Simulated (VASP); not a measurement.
# BP (I-4m2) in VASP: notebook

The runs below take BP through single point, with PBE.

Program: VASP 6.6.1. These are calculated values, not measurements. Logs are shortened: lines on timing, memory, paths and dates and some standing lists are left out, and cuts for length are marked.

## 1. The cell of the first run

The structure is tetragonal, space group I-4m2 (No. 119). Conventional cell: a = 3.209 Å, b = 3.209 Å, c = 4.334 Å, α = 90.00°, β = 90.00°, γ = 90.00°. Around B (site symmetry -4m2) lie 4 P at 1.94 Å. P (site symmetry -4m2) is surrounded by 4 B at 1.94 Å.

## 2. Single point, PBE (strain -0.0450 x Voigt [0, 1, 0, 0, 0, 0], atoms carried along)

The input, INCAR:

```
SYSTEM = BP
PREC = Accurate ; ENCUT = 520
EDIFF = 1E-6 ; ISMEAR = 0
SIGMA = 0.05 ; LREAL = .False.
LASPH = .True. ; NELM = 100
ALGO = Fast ; ISIF = 2
LWAVE = .False. ; LCHARG = .False.
GGA = PE ; NBANDS = 11
```

The input, KPOINTS:

```
regular mesh
0
Gamma
  10 10 10
  0 0 0
```

The input, POSCAR:

```
BP
1.0
    0.0000000000      2.1668950000      2.2690000000
    2.2690000000      0.0000000000      2.2690000000
    2.2690000000      2.1668950000      0.0000000000
B P
1 1
Direct
    0.0000000000      0.0000000000      0.0000000000
    0.7500000000      0.7500000000      0.7500000000
```

Potentials or basis: VASP PAW PBE potentials, release 64 (B, P).

Started as:

```
> cat potpaw_PBE.64/B/POTCAR potpaw_PBE.64/P/POTCAR > POTCAR
> mpirun -np 1 vasp_std > vasp.out
```

OUTCAR:

```text
SYSTEM = BP
   PREC = Accurate
   ENCUT = 520
   EDIFF = 1E-6
   ISMEAR = 0
   LREAL = .False.
   LASPH = .True.
   NELM = 100
   ISIF = 2
   GGA = PE

 ion  position               nearest neighbor table
   1  0.000  0.000  0.000-   2 1.94   2 1.94   2 1.94   2 1.94
   2  0.750  0.750  0.750-   1 1.94   1 1.94   1 1.94   1 1.94

  LATTYP: Found a body centered tetragonal cell.
 ALAT       =     3.2088505730
 C/A-ratio  =     1.3505739521

  Lattice vectors:

 A1 = (   0.0000000000,  -2.1668950000,   2.2690000000)
 A2 = (   0.0000000000,  -2.1668950000,  -2.2690000000)
 A3 = (   2.2690000000,   2.1668950000,   0.0000000000)

Analysis of symmetry for initial positions (statically):
=====================================================================
 Subroutine PRICEL returns:
 Original cell was already a primitive cell.

 Routine SETGRP: Setting up the symmetry group for a
 body centered tetragonal supercell.

 Subroutine GETGRP returns: Found  8 space group operations
 (whereof  8 operations were pure point group operations)
 out of a pool of 16 trial point group operations.

The static configuration has the point symmetry D_2d.

Analysis of symmetry for dynamics (positions and initial velocities):
=====================================================================
 Subroutine PRICEL returns:
 Original cell was already a primitive cell.

 Routine SETGRP: Setting up the symmetry group for a
 body centered tetragonal supercell.

 Subroutine GETGRP returns: Found  8 space group operations
 (whereof  8 operations were pure point group operations)
 out of a pool of 16 trial point group operations.

The dynamic configuration has the point symmetry D_2d.

 Subroutine INISYM returns: Found  8 space group operations
 (whereof  8 operations are pure point group operations),
 and found     1 'primitive' translations

----------------------------------------------------------------------------------------

                                     Primitive cell

  volume of cell :      22.3119

  direct lattice vectors                    reciprocal lattice vectors
     0.000000000  2.166895000  2.269000000    -0.220361393  0.230744914  0.220361393
     2.269000000  0.000000000  2.269000000     0.220361393 -0.230744914  0.220361393
     2.269000000  2.166895000  0.000000000     0.220361393  0.230744914 -0.220361393

  length of vectors
     3.137482261  3.208850573  3.137482261     0.387764751  0.387764751  0.387764751

  position of ions in fractional coordinates (direct lattice)
     0.000000000  0.000000000  0.000000000
     0.750000000  0.750000000  0.750000000

  ion indices of the primitive-cell ions
   primitive index   ion index
                 1           1
                 2           2

----------------------------------------------------------------------------------------

 KPOINTS: regular mesh

Automatic generation of k-mesh.
 Grid dimensions read from file:
 generate k-points for:   10   10   10

 Generating k-lattice:

  Cartesian coordinates                     Fractional coordinates (reciprocal lattice)
    -0.022036139  0.023074491  0.022036139     0.100000000  0.000000000  0.000000000
     0.022036139 -0.023074491  0.022036139    -0.000000000  0.100000000 -0.000000000
     0.022036139  0.023074491 -0.022036139     0.000000000  0.000000000  0.100000000

  Length of vectors
     0.038776475  0.038776475  0.038776475

  Shift w.r.t. Gamma in fractional coordinates (k-lattice)
     0.000000000  0.000000000  0.000000000

 Subroutine IBZKPT returns following result:
 ===========================================

 Found    102 irreducible k-points:

 Following reciprocal coordinates:
            Coordinates               Weight
  0.000000  0.000000  0.000000      1.000000
  0.100000  0.000000  0.000000      8.000000
  0.200000  0.000000  0.000000      8.000000
  0.300000  0.000000  0.000000      8.000000
  0.400000  0.000000  0.000000      8.000000
  0.500000  0.000000  0.000000      4.000000
[... 16 lines left out ...]
  0.300000  0.300000  0.000000      4.000000
  0.400000  0.300000  0.000000     16.000000
 [... further k-points ...]
   k-points           NKPTS =    102   k-points in BZ     NKDIM =    102   number of bands    NBANDS=     11
   number of dos      NEDOS =    301   number of ions     NIONS =      2
   total plane-waves  NPLWV =  13824
   dimension x,y,z NGX =    24 NGY =   24 NGZ =   24
   dimension x,y,z NGXF=    48 NGYF=   48 NGZF=   48
   ions per type =               1   1
   NGX,Y,Z   is equivalent  to a cutoff of  12.72, 12.43, 12.72 a.u.
   NGXF,Y,Z  is equivalent  to a cutoff of  25.43, 24.87, 25.43 a.u.
 SYSTEM =  BP
   PREC   = accura    normal or accurate (medium, high low for compatibility)
   ISTART =      0    job   : 0-new  1-cont  2-samecut
   ICHARG =      2    charge: 1-file 2-atom 10-const
   ISPIN  =      1    spin polarized calculation?
   LNONCOLLINEAR =      F non collinear calculations
   LSORBIT =      F    spin-orbit coupling
   LASPH  =      T    aspherical Exc in radial PAW
   ENCUT  =  520.0 eV  38.22 Ry    6.18 a.u.   5.83  5.97  5.83*2*pi/ulx,y,z
   NELM   =    100;   NELMIN=  2; NELMDL= -5     # of ELM steps
   EDIFF  = 0.1E-05   stopping-criterion for ELM
   LREAL  =      F    real-space projection
   EDIFFG = 0.1E-04   stopping-criterion for IOM
   NSW    =      0    number of steps for IOM
   IBRION =     -1    ionic relax: 0-MD 1-quasi-New 2-CG
   NFREE  =      0    steps in history (QN), initial steepest desc. (CG)
   ISIF   =      2    stress and relaxation
   ISYM   =      2    0-nonsym 1-usesym 2-fastsym
   POTIM  = 0.5000    time-step for ionic-motion
   TEBEG  =    0.0;   TEEND  =   0.0 temperature during run
   PSTRESS=    0.0 pullay stress
   NELECT =       8.0000    total number of electrons
   NUPDOWN=      -1.0000    fix difference up-down
   EMIN   =  10.00;   EMAX   =-10.00  energy-range for DOS
   EFERMI =   0.00;   METHOD = LEGACY
   ISMEAR =     0;   SIGMA  =   0.05  broadening in eV -4-tet -1-fermi 0-gaus
   EFERMI_NEDOS =   21; number of points for ismear=-14 and -15
   IALGO  =     68    algorithm
   IMIX   =      4    mixing-type and parameters
     AMIX     =   0.40;   BMIX     =  1.00
     AMIX_MAG =   1.60;   BMIX_MAG =  1.00
  volume/ion in A,a.u.               =      11.16        75.28
  Fermi-wavevector in a.u.,A,eV,Ry     =   1.163034  2.197816 18.403906  1.352649
  Thomas-Fermi vector in A             =   2.299589
   LORBIT       =      0    0 simple, 1 ext, 2 COOP (PROOUT), +10 PAW based schemes
   GGA     = PE    functional components
   LHFCALC =     F    Hartree Fock is set to
   AEXX    =    0.0000 exact exchange contribution
   IVDW    =     0    specifies the selected vdW correction
   LEPSILON=     F    determine dielectric tensor
   LRPA    =     F    only Hartree local field effects (RPA)
 non-spin polarized calculation
 RMM-DIIS sequential band-by-band and
 Gauss-broadening in eV      SIGMA  =   0.05
  energy-cutoff  :      520.00
  volume of cell :       22.31
 maximum number of plane-waves:       620
   NGX = 11   NGY = 11   NGZ = 11

 number of electron       8.0000000 magnetization

 Free energy of the ion-electron system (eV)
  ---------------------------------------------------
  ext. energy  EPLUGINS =         0.00000000
  ---------------------------------------------------
  free energy    TOTEN  =       -12.87167777 eV

  energy without entropy =      -12.87167777  energy(sigma->0) =      -12.87167777

 E-fermi :   8.5218     XC(G=0): -11.1091

 val. band max:        8.2822895960   @ k =   0.0000   0.0000   0.0000
 cond. band min:       8.7619116584   @ k =   0.4000   0.0000   0.4000
 fundamental gap:      0.4796220623
 Fermi energy:         8.5217884786

 k-point     1 :       0.0000    0.0000    0.0000
  band No.  band energies     occupation
      1      -7.8887      2.00000
      2       7.8451      2.00000
      3       7.8451      2.00000
      4       8.2823      2.00000
      5      11.2994      0.00000
      6      11.5624      0.00000
      7      11.5624      0.00000
      8      16.0459      0.00000
      9      19.6319      0.00000
     10      19.8261      0.00000
     11      20.7996      0.00000

 k-point     2 :       0.1000    0.0000    0.0000
  band No.  band energies     occupation
      1      -7.7014      2.00000
      2       6.6369      2.00000
      3       7.5215      2.00000
      4       7.8684      2.00000
      5      11.6779      0.00000
      6      11.9709      0.00000
      7      12.0893      0.00000
      8      16.5203      0.00000
      9      19.0323      0.00000
     10      19.9409      0.00000
     11      20.4392      0.00000

 k-point     3 :       0.2000    0.0000    0.0000
  band No.  band energies     occupation
      1      -7.1460      2.00000
      2       4.2454      2.00000
      3       6.9015      2.00000
      4       7.3143      2.00000
      5      12.0431      0.00000
      6      12.6193      0.00000
      7      12.7903      0.00000
      8      17.5631      0.00000
      9      18.6498      0.00000
     10      19.1363      0.00000
     11      21.3790      0.00000
[... 267 lines left out ...]
 k-point    23 :       0.3000    0.3000    0.0000
  band No.  band energies     occupation
      1      -5.7531      2.00000
      2       2.9237      2.00000
      3       4.7151      2.00000
      4       4.8535      2.00000
      5       9.6793      0.00000
      6      11.9426      0.00000
      7      16.5853      0.00000
      8      17.6560      0.00000
      9      21.2670      0.00000
     10      22.8617      0.00000
     11      24.9309      0.00000

 k-point    24 :       0.4000    0.3000    0.0000
  band No.  band energies     occupation
      1      -4.9084      2.00000
      2       1.6020      2.00000
      3       3.8366      2.00000
      4       4.4968      2.00000
      5       9.9701      0.00000
      6      11.7577      0.00000
      7      17.1853      0.00000
      8      18.3709      0.00000
      9      22.1348      0.00000
     10      23.7193      0.00000
     11      25.4784      0.00000

 [... further k-points ...]

------------------------ aborting loop because EDIFF is reached ----------------------------------------

  FORCE on cell =-STRESS in cart. coord.  units (eV):
  Direction    XX          YY          ZZ          XY          YZ          ZX
  --------------------------------------------------------------------------------------
  -------------------------------------------------------------------------------------
  Total        0.7192026      2.3849237      0.7192026      0.0000000      0.0000000      0.0000000
  in kB       51.6446083    171.2569531     51.6446083      0.0000000      0.0000000      0.0000000
  external PRESSURE =      91.5153899 kB  Pullay stress =       0.0000000 kB

 VOLUME and BASIS-vectors are now :
 -----------------------------------------------------------------------------
  energy-cutoff  :      520.00
  volume of cell :       22.31
      direct lattice vectors                 reciprocal lattice vectors
     0.000000000  2.166895000  2.269000000    -0.220361393  0.230744914  0.220361393
     2.269000000  0.000000000  2.269000000     0.220361393 -0.230744914  0.220361393
     2.269000000  2.166895000  0.000000000     0.220361393  0.230744914 -0.220361393

 POSITION                                       TOTAL-FORCE (eV/Angst)
 -----------------------------------------------------------------------------------
      0.00000      0.00000      0.00000        -0.000000     -0.000000     -0.000000
      3.40350      3.25034      3.40350         0.000000      0.000000      0.000000
 -----------------------------------------------------------------------------------
    total drift:                               -0.000000      0.000000     -0.000000

  FREE ENERGIE OF THE ION-ELECTRON SYSTEM (eV)
  ---------------------------------------------------
  free  energy   TOTEN  =       -12.8716777684 eV

  energy  without entropy=      -12.8716777684  energy(sigma->0) =      -12.87167777
```

Run time: 13 s. Hardware: 1 thread of AMD EPYC 9R45 (Zen 5), shared host; peak memory 0.12 GiB.

What came out:

```
Free energy            : -12.8717 eV
Pressure               : 9.2 GPa
Band gap on the k mesh : 0.48 eV, indirect (least direct gap 3.02 eV)
```

## 3. Single point, PBE (strain -0.0300 x Voigt [0, 1, 0, 0, 0, 0], atoms carried along)

The input, INCAR:

```
SYSTEM = BP
PREC = Accurate ; ENCUT = 520
EDIFF = 1E-6 ; ISMEAR = 0
SIGMA = 0.05 ; LREAL = .FALSE.
LASPH = .TRUE. ; NELM = 100
ALGO = Fast ; ISIF = 2
LWAVE = .FALSE. ; LCHARG = .FALSE.
GGA = PE ; NBANDS = 11
```

The input, KPOINTS:

```
regular mesh
0
G
  10 10 10
  0 0 0
```

The input, POSCAR:

```
BP
1.0
    0.0000000000      2.2009300000      2.2690000000
    2.2690000000      0.0000000000      2.2690000000
    2.2690000000      2.2009300000      0.0000000000
B P
1 1
Direct
    0.0000000000      0.0000000000      0.0000000000
    0.7500000000      0.7500000000      0.7500000000
```

Potentials or basis: VASP PAW PBE potentials, release 64 (B, P).

Started as:

```
> cat potpaw_PBE.64/B/POTCAR potpaw_PBE.64/P/POTCAR > POTCAR
> mpirun -np 1 vasp_std > vasp.out
```

Wall time 13 s (1 thread of AMD EPYC 9R45 (Zen 5), shared host); peak memory 0.12 GiB.

Results (log left out):

- Free energy: -12.9032 eV
- Pressure: 6.2 GPa
- Band gap on the k mesh: 0.74 eV, indirect (least direct gap 3.14 eV)

Stress tensor (GPa, compression positive):
```
 3.55  0.00  0.00
 0.00 11.56  0.00
 0.00  0.00  3.55
```

Levels at points of the mesh, in eV from the valence-band top:
| k point | band 1 | band 2 | band 3 | band 4 | band 5 | band 6 | band 7 | band 8 |
| --- | --- | --- | --- | --- | --- | --- | --- | --- |
| (0.00, 0.00, 0.00) | -15.93 | -0.29 | -0.29 | 0.00 | 3.14 | 3.31 | 3.31 | 7.63 |
| (0.50, 0.00, 0.00) | -12.49 | -9.45 | -2.19 | -1.79 | 3.64 | 4.38 | 4.82 | 10.05 |
| (0.50, 0.50, 0.00) | -11.01 | -9.03 | -4.34 | -4.28 | 1.19 | 1.58 | 11.86 | 12.52 |
| (0.50, 0.00, 0.50) | -10.71 | -8.75 | -4.63 | -4.63 | 0.85 | 1.14 | 12.19 | 12.19 |

A k mesh can miss the band edges.
